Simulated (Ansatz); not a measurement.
# BaZrO3: a prediction, then the measurements

Level of theory: Ansatz, DFT PBE, scalar-relativistic, plane waves, PAW.

Cutoff 420 eV; k points 6×6×6 on the computed 5-atom cell (Γ-centred); Gaussian smearing, width 0.02 eV; no spin polarisation.

Relaxed structure:

```cif
data_structure
_symmetry_space_group_name_H-M 'Pm-3m'
_symmetry_Int_Tables_number 221
_cell_length_a 4.2269
_cell_length_b 4.2269
_cell_length_c 4.2269
_cell_angle_alpha 90.000
_cell_angle_beta 90.000
_cell_angle_gamma 90.000
_cell_volume 75.52
loop_
_atom_site_label
_atom_site_type_symbol
_atom_site_symmetry_multiplicity
_atom_site_Wyckoff_symbol
_atom_site_fract_x
_atom_site_fract_y
_atom_site_fract_z
_atom_site_occupancy
Ba1 Ba 1 a 0.00000 0.00000 0.00000 1
Zr1 Zr 1 b 0.50000 0.50000 0.50000 1
O1 O 3 c 0.00000 0.50000 0.50000 1
```

```json
{
  "Space group": "Pm-3m (No. 221)",
  "Volume per atom": "15.10 Å³",
  "Formation energy from the elements' standard states (uncorrected)": "-3.283 eV/atom",
  "Kohn–Sham band gap": "3.18 eV",
  "Orbital (Löwdin) character of the top 1 eV of the valence band": "O 2p 94 %",
  "Orbital (Löwdin) character of the lowest 1 eV of the conduction band": "Zr 4d 86 %, unprojected 7 %",
  "Electronic dielectric constant xx, yy, zz (independent particles)": "5.0, 5.0, 5.0",
  "Bader charge by site (e)": "Ba (1 in the cell) 1.54, Zr (1 in the cell) 2.55, O (3 in the cell) -1.36"
}
```

Spin-orbit coupling is left out, which matters for the bands of heavy elements.

**Against measurements.**

Against the measured lattice constant a of BaZrO3, 4.1929 Å (a printed reference work (data compilation)), the calculated 4.227 Å is off by +0.8 %. The calculation is for 0 K without zero-point motion.

The cell was relaxed from a distorted copy of a database structure. Kohn–Sham gaps at this level usually fall short of measured ones. Löwdin shares on free-atom orbitals overweight diffuse shells in the empty bands.
